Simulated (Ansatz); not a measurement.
Sr in Ansatz: the effect of functional

Crystal: Sr.

```xyz
1
Lattice="0.0000 2.9802 2.9802 2.9802 0.0000 2.9802 2.9802 2.9802 0.0000" Properties=species:S:1:pos:R:3 pbc="T T T"
Sr    0.0000    0.0000    0.0000
```

The cell isn't the ideal one: volume scaled by 0.94.

Alike in all runs:

| Quantity | Value |
| --- | --- |
| Program | Ansatz 0.2.0 |
| Task | single point |
| Potentials or basis | Ansatz PAW |
| k mesh | 8 × 8 × 8 |
| Occupations | fermi-dirac, width 0.05 eV |
| Spin | no spin polarisation |

```csv
functional,cutoff,pressure (GPa)
LDA,420 eV (not typed: the program's choice for these potentials),-1.0
PBEsol,420 eV (not typed: the program's choice for these potentials),?
r2SCAN,500 eV (not typed: the program's choice for these potentials),0.9
```

What does the run with functional PBEsol give?

Pressure -0.3 GPa.

Caveats: the PAW data sets come from PBE, with cores solved anew for the run's functional, which leaves a small shift of forces and pressure.
